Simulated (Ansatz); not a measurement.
# BN: the cost of one run

Program: Ansatz 0.2.0. Level of theory: DFT PBE, scalar-relativistic, plane waves, PAW. These are calculated values, not measurements.

The COD entry's cell or inner coordinates are ideal or old and differ from later refinements, so a difference from it is no clean test against experiment.

### 1 The structure to begin with

Symmetry: P6_3/mmc, No. 194, hexagonal system. Conventional cell: a = 2.498 Å, b = 2.498 Å, c = 6.636 Å, α = 90.00°, β = 90.00°, γ = 120.00°. B (site symmetry -6m2) is surrounded by 3 N at 1.44 Å. N (site symmetry -6m2) is surrounded by 3 B at 1.44 Å.

Structure file:

```xyz
48
Lattice="3.7474 -2.1635 -6.6357 3.7474 -2.1635 6.6357 -7.4947 -4.3271 0.0000" Properties=species:S:1:pos:R:3 pbc="T T T"
B     0.0000   -7.2118    1.6589
B    -3.7474   -5.0483    1.6589
B    -1.2491   -5.0483    1.6589
B    -1.2491   -5.0483   -4.9768
B    -2.4982   -2.8847    1.6589
B     1.2491   -5.0483    1.6589
B     3.7474   -5.0483    1.6589
B     0.0000   -2.8847    1.6589
B     2.4982   -2.8847    1.6589
B     2.4982   -2.8847   -4.9768
B     1.2491   -0.7212    1.6589
B     4.9965   -2.8847    1.6589
B    -2.4982   -5.7694   -1.6589
B    -2.4982   -5.7694    4.9768
B    -3.7474   -3.6059   -1.6589
B     0.0000   -5.7694   -1.6589
B     2.4982   -5.7694   -1.6589
B    -1.2491   -3.6059   -1.6589
B     1.2491   -3.6059   -1.6589
B     1.2491   -3.6059    4.9768
B     0.0000   -1.4424   -1.6589
B     3.7474   -3.6059   -1.6589
B     6.2456   -3.6059   -1.6589
B     2.4982   -1.4424   -1.6589
N    -3.7474   -5.0483   -1.6589
N     0.0000   -7.2118   -1.6589
N    -1.2491   -5.0483    4.9768
N    -1.2491   -5.0483   -1.6589
N     1.2491   -5.0483   -1.6589
N    -2.4982   -2.8847   -1.6589
N     0.0000   -2.8847   -1.6589
N     3.7474   -5.0483   -1.6589
N     2.4982   -2.8847    4.9768
N     2.4982   -2.8847   -1.6589
N     4.9965   -2.8847   -1.6589
N     1.2491   -0.7212   -1.6589
N    -2.4982   -5.7694   -4.9768
N    -2.4982   -5.7694    1.6589
N     0.0000   -5.7694    1.6589
N    -3.7474   -3.6059    1.6589
N    -1.2491   -3.6059    1.6589
N     2.4982   -5.7694    1.6589
N     1.2491   -3.6059   -4.9768
N     1.2491   -3.6059    1.6589
N     3.7474   -3.6059    1.6589
N     0.0000   -1.4424    1.6589
N     2.4982   -1.4424    1.6589
N     6.2456   -3.6059    1.6589
```

The runs take a perfect supercell of 48 atoms; the defect goes to fractional position (0.708, 0.958, 0.833).

### 2 The perfect supercell

Input file input.yaml:

```yaml
crystal:
  lattice:
    - [3.74736, -2.163539, -6.6357]
    - [3.74736, -2.163539, 6.6357]
    - [-7.49472, -4.327079, 0.0]
  atoms:
    - { symbol: B, position: [0.708334, 0.958333, 0.833333] }
    - { symbol: B, position: [0.208334, 0.458333, 0.833333] }
    - { symbol: B, position: [0.375, 0.625001, 0.666667] }
    - { symbol: B, position: [0.875, 0.125001, 0.666667] }
    - { symbol: B, position: [0.041667, 0.291667, 0.5] }
    - { symbol: B, position: [0.541667, 0.791667, 0.5] }
    - { symbol: B, position: [0.708334, 0.958333, 0.333333] }
    - { symbol: B, position: [0.208334, 0.458333, 0.333333] }
    - { symbol: B, position: [0.375, 0.625001, 0.166667] }
    - { symbol: B, position: [0.875, 0.125001, 0.166667] }
    - { symbol: B, position: [0.041667, 0.291667, 0.0] }
    - { symbol: B, position: [0.541667, 0.791667, 0.0] }
    - { symbol: B, position: [0.625, 0.374999, 0.833333] }
    - { symbol: B, position: [0.125, 0.874999, 0.833333] }
    - { symbol: B, position: [0.291666, 0.041667, 0.666667] }
    - { symbol: B, position: [0.791666, 0.541667, 0.666667] }
    - { symbol: B, position: [0.958333, 0.708333, 0.5] }
    - { symbol: B, position: [0.458333, 0.208333, 0.5] }
    - { symbol: B, position: [0.625, 0.374999, 0.333333] }
    - { symbol: B, position: [0.125, 0.874999, 0.333333] }
    - { symbol: B, position: [0.291666, 0.041667, 0.166667] }
    - { symbol: B, position: [0.791666, 0.541667, 0.166667] }
    - { symbol: B, position: [0.958333, 0.708333, 0.0] }
    - { symbol: B, position: [0.458333, 0.208333, 0.0] }
    - { symbol: "N", position: [0.458334, 0.208333, 0.833333] }
    - { symbol: "N", position: [0.958334, 0.708333, 0.833333] }
    - { symbol: "N", position: [0.125, 0.875001, 0.666667] }
    - { symbol: "N", position: [0.625, 0.375001, 0.666667] }
    - { symbol: "N", position: [0.791667, 0.541667, 0.5] }
    - { symbol: "N", position: [0.291667, 0.041667, 0.5] }
    - { symbol: "N", position: [0.458334, 0.208333, 0.333333] }
    - { symbol: "N", position: [0.958334, 0.708333, 0.333333] }
    - { symbol: "N", position: [0.125, 0.875001, 0.166667] }
    - { symbol: "N", position: [0.625, 0.375001, 0.166667] }
    - { symbol: "N", position: [0.791667, 0.541667, 0.0] }
    - { symbol: "N", position: [0.291667, 0.041667, 0.0] }
    - { symbol: "N", position: [0.875, 0.124999, 0.833333] }
    - { symbol: "N", position: [0.375, 0.624999, 0.833333] }
    - { symbol: "N", position: [0.541666, 0.791667, 0.666667] }
    - { symbol: "N", position: [0.041666, 0.291667, 0.666667] }
    - { symbol: "N", position: [0.208333, 0.458333, 0.5] }
    - { symbol: "N", position: [0.708333, 0.958333, 0.5] }
    - { symbol: "N", position: [0.875, 0.124999, 0.333333] }
    - { symbol: "N", position: [0.375, 0.624999, 0.333333] }
    - { symbol: "N", position: [0.541666, 0.791667, 0.166667] }
    - { symbol: "N", position: [0.041666, 0.291667, 0.166667] }
    - { symbol: "N", position: [0.208333, 0.458333, 0.0] }
    - { symbol: "N", position: [0.708333, 0.958333, 0.0] }
basis:
  ecutwfc: 420
  fft_grid_basis: typed
kpoints:
  mp_grid: { grid: [2, 2, 2] }
hamiltonian:
  xc: pbe
  pseudopotentials: { kind: paw }
scf:
  occupations: { method: gaussian, width: 0.05 }
output:
  forces: true
  stress: false
  eigenvalues: true
  bader: false
  write_density: true
  volumetric_format: npy
```

Started as:

```
> ansatz run input.yaml --threads 4 --pin off --max-ram 10240MiB --backend cpu --events-out ev --progress --plain --runs-dir out
```

**Question.** How long does this run take on 4 threads of Intel Xeon Platinum 8375C at 2.90GHz (Ice Lake), shared host, and how much memory does it need?

About 6.1 s, with a peak of 1.6 GiB.
